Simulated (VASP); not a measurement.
# LiF (Griceite) (Fm-3m) in VASP: settings compared

Aim: see how the results for LiF (Griceite) move with the level of theory and the settings. Levels: PBEsol, PBE+D3(BJ). Tasks: single point, relaxation of cell and atoms.

Everything below comes from runs of VASP 6.6.1. Logs are shortened: lines on timing, memory, paths and dates and some standing lists are left out, and cuts for length are marked.

## (1) Starting point

Symmetry: Fm-3m, No. 225, cubic system. Conventional cell: a = 4.028 Å, b = 4.028 Å, c = 4.028 Å, α = 90.00°, β = 90.00°, γ = 90.00°. Li (site symmetry m-3m) has 6 F at 2.01 Å as nearest neighbours. Around F (site symmetry m-3m) lie 6 Li at 2.01 Å.

## (2) Single point, PBEsol

INCAR reads:

```
ALGO = Fast ; EDIFF = 1E-6
ENCUT = 520 ; GGA = PS
ISIF = 2 ; ISMEAR = 0
KPAR = 4 ; LASPH = T
LCHARG = F ; LREAL = F
LWAVE = F ; NBANDS = 12
NELM = 80 ; PREC = Accurate
SIGMA = 0.03
```

KPOINTS reads:

```
k-points
0
Gamma
  8 8 8
```

POSCAR reads:

```
LiF
1.0
    0.0000000000      2.0140000000      2.0140000000
    2.0140000000      0.0000000000      2.0140000000
    2.0140000000      2.0140000000      0.0000000000
Li F
1 1
Direct
    0.0000000000      0.0000000000      0.0000000000
    0.5000000000      0.5000000000      0.5000000000
```

Potentials or basis: VASP PAW PBE potentials, release 64 (Li_sv, F).

Launch:

```
> cat potpaw_PBE.64/Li_sv/POTCAR potpaw_PBE.64/F/POTCAR > POTCAR
> mpirun -np 4 vasp_std > vasp.out
```

OUTCAR:

```text
EDIFF = 1E-6
   ENCUT = 520
   GGA = PS
   ISIF = 2
   ISMEAR = 0
   LASPH = T
   LREAL = F
   NELM = 80
   PREC = Accurate

 ion  position               nearest neighbor table
   1  0.000  0.000  0.000-   2 2.01   2 2.01   2 2.01   2 2.01   2 2.01   2 2.01
   2  0.500  0.500  0.500-   1 2.01   1 2.01   1 2.01   1 2.01   1 2.01   1 2.01

  LATTYP: Found a face centered cubic cell.
 ALAT       =     4.0280000000

  Lattice vectors:

 A1 = (   0.0000000000,   2.0140000000,   2.0140000000)
 A2 = (   2.0140000000,   0.0000000000,   2.0140000000)
 A3 = (   2.0140000000,   2.0140000000,   0.0000000000)

Analysis of symmetry for initial positions (statically):
=====================================================================
 Subroutine PRICEL returns:
 Original cell was already a primitive cell.

 Routine SETGRP: Setting up the symmetry group for a
 face centered cubic supercell.

 Subroutine GETGRP returns: Found 48 space group operations
 (whereof 48 operations were pure point group operations)
 out of a pool of 48 trial point group operations.

The static configuration has the point symmetry O_h .

Analysis of symmetry for dynamics (positions and initial velocities):
=====================================================================
 Subroutine PRICEL returns:
 Original cell was already a primitive cell.

 Routine SETGRP: Setting up the symmetry group for a
 face centered cubic supercell.

 Subroutine GETGRP returns: Found 48 space group operations
 (whereof 48 operations were pure point group operations)
 out of a pool of 48 trial point group operations.

The dynamic configuration has the point symmetry O_h .

 Subroutine INISYM returns: Found 48 space group operations
 (whereof 48 operations are pure point group operations),
 and found     1 'primitive' translations

----------------------------------------------------------------------------------------

                                     Primitive cell

  volume of cell :      16.3384

  direct lattice vectors                    reciprocal lattice vectors
     0.000000000  2.014000000  2.014000000    -0.248262165  0.248262165  0.248262165
     2.014000000  0.000000000  2.014000000     0.248262165 -0.248262165  0.248262165
     2.014000000  2.014000000  0.000000000     0.248262165  0.248262165 -0.248262165

  length of vectors
     2.848226115  2.848226115  2.848226115     0.430002683  0.430002683  0.430002683

  position of ions in fractional coordinates (direct lattice)
     0.000000000  0.000000000  0.000000000
     0.500000000  0.500000000  0.500000000

  ion indices of the primitive-cell ions
   primitive index   ion index
[... 83 lines left out ...]
   TEBEG  =    0.0;   TEEND  =   0.0 temperature during run
   PSTRESS=    0.0 pullay stress
   NELECT =      10.0000    total number of electrons
   NUPDOWN=      -1.0000    fix difference up-down
   EMIN   =  10.00;   EMAX   =-10.00  energy-range for DOS
   EFERMI =   0.00;   METHOD = LEGACY
   ISMEAR =     0;   SIGMA  =   0.03  broadening in eV -4-tet -1-fermi 0-gaus
   EFERMI_NEDOS =   21; number of points for ismear=-14 and -15
   IALGO  =     68    algorithm
   IMIX   =      4    mixing-type and parameters
     AMIX     =   0.40;   BMIX     =  1.00
     AMIX_MAG =   1.60;   BMIX_MAG =  1.00
  volume/ion in A,a.u.               =       8.17        55.13
  Fermi-wavevector in a.u.,A,eV,Ry     =   1.389970  2.626662 26.286674  1.932016
  Thomas-Fermi vector in A             =   2.513950
   LORBIT       =      0    0 simple, 1 ext, 2 COOP (PROOUT), +10 PAW based schemes
   GGA     = PS    functional components
   LHFCALC =     F    Hartree Fock is set to
   AEXX    =    0.0000 exact exchange contribution
   IVDW    =     0    specifies the selected vdW correction
   LEPSILON=     F    determine dielectric tensor
   LRPA    =     F    only Hartree local field effects (RPA)
 non-spin polarized calculation
 RMM-DIIS sequential band-by-band and
 Gauss-broadening in eV      SIGMA  =   0.03
  energy-cutoff  :      520.00
  volume of cell :       16.34
 maximum number of plane-waves:       459
 NGX is ok and might be reduce to    24
   NGX = 11   NGY = 11   NGZ = 11

 number of electron      10.0000000 magnetization

 number of electron       9.9999992 magnetization

 Free energy of the ion-electron system (eV)
  ---------------------------------------------------
  ext. energy  EPLUGINS =         0.00000000
  ---------------------------------------------------
  free energy    TOTEN  =        -9.85192532 eV

  energy without entropy =       -9.85192532  energy(sigma->0) =       -9.85192532

 E-fermi :  -0.9168     XC(G=0): -10.2022

 val. band max:       -1.1077938666   @ k =   0.0000   0.0000   0.0000
 cond. band min:       7.8075387656   @ k =   0.0000   0.0000   0.0000
 fundamental gap:      8.9153326322
 Fermi energy:        -0.9167513819

 k-point     1 :       0.0000    0.0000    0.0000
  band No.  band energies     occupation
      1     -41.3189      2.00000
      2     -20.9725      2.00000
      3      -1.1078      2.00000
      4      -1.1078      2.00000
      5      -1.1078      2.00000
      6       7.8075      0.00000
      7      22.7182      0.00000
      8      22.7182      0.00000
      9      22.7182      0.00000
     10      23.0008      0.00000
     11      23.0008      0.00000
     12      23.0008      0.00000
[... 331 lines left out ...]
 k-point    24 :      -0.3750    0.2500    0.1250
  band No.  band energies     occupation
      1     -41.2461      2.00000
      2     -20.4106      2.00000
      3      -3.4761      2.00000
      4      -2.3596      2.00000
      5      -1.5962      2.00000
      6      11.2152      0.00000
      7      14.4356      0.00000
      8      17.6978      0.00000
      9      17.9299      0.00000
     10      26.2970      0.00000
     11      27.4070      0.00000
     12      32.9312      0.00000

 [... further k-points ...]
[... 5 lines left out ...]
  --------------------------------------------------------------------------------------
  -------------------------------------------------------------------------------------
  Total       -0.1345571     -0.1345571     -0.1345571      0.0000000      0.0000000      0.0000000
  in kB      -13.1949824    -13.1949824    -13.1949824      0.0000000      0.0000000      0.0000000
  external PRESSURE =     -13.1949824 kB  Pullay stress =       0.0000000 kB

 VOLUME and BASIS-vectors are now :
 -----------------------------------------------------------------------------
  energy-cutoff  :      520.00
  volume of cell :       16.34
      direct lattice vectors                 reciprocal lattice vectors
     0.000000000  2.014000000  2.014000000    -0.248262165  0.248262165  0.248262165
     2.014000000  0.000000000  2.014000000     0.248262165 -0.248262165  0.248262165
     2.014000000  2.014000000  0.000000000     0.248262165  0.248262165 -0.248262165

 POSITION                                       TOTAL-FORCE (eV/Angst)
 -----------------------------------------------------------------------------------
      0.00000      0.00000      0.00000         0.000000     -0.000000     -0.000000
      2.01400      2.01400      2.01400        -0.000000      0.000000      0.000000
 -----------------------------------------------------------------------------------
    total drift:                               -0.000000     -0.000000      0.000000

  FREE ENERGIE OF THE ION-ELECTRON SYSTEM (eV)
  ---------------------------------------------------
  free  energy   TOTEN  =        -9.8519253234 eV

  energy  without entropy=       -9.8519253234  energy(sigma->0) =       -9.85192532
```

stdout:

```text
POSCAR found type information on POSCAR LiF
 POSCAR found :  2 types and       2 ions
 scaLAPACK will be used
 -----------------------------------------------------------------------------
|                                                                             |
|                                                                             |
|     You enforced a specific xc type in the INCAR file but a different       |
|     I HOPE YOU KNOW WHAT YOU ARE DOING!                                     |
|                                                                             |
 -----------------------------------------------------------------------------

 LDA part: xc-table for (Slater+PW92), standard interpolation
 POSCAR, INCAR and KPOINTS ok, starting setup
 FFT: planning ... GRIDC
 FFT: planning ... GRID_SOFT
 FFT: planning ... GRID
 WAVECAR not read
 entering main loop
```

Run time: 3.1 s. Hardware: 4 MPI ranks of Intel Xeon Platinum 8259CL at 2.50GHz (Skylake/Cascade Lake), shared host; peak memory 0.12 GiB.

Results:

```
Free energy            : -9.8519 eV
Band gap on the k mesh : 8.92 eV, direct
```

Levels at points of the mesh, in eV from the valence-band top:
```csv
k point,band 3,band 4,band 5,band 6,band 7,band 8
"(0.00, 0.00, 0.00)",0.00,0.00,0.00,8.92,23.83,23.83
"(0.50, 0.00, 0.00)",-2.56,-0.23,-0.23,10.57,16.56,18.74
"(0.50, 0.50, 0.00)",-3.06,-1.01,-1.01,14.63,16.19,17.33
```

Caveat: the cutoff is under 1.25 times the usual one of these potentials, so pressure, stress and relaxed cells hold a basis-set (Pulay) error; the PAW data sets were made with another functional, which shifts forces and pressure a little. A k mesh can miss the band edges.

(Continued in part 2 of 2.)
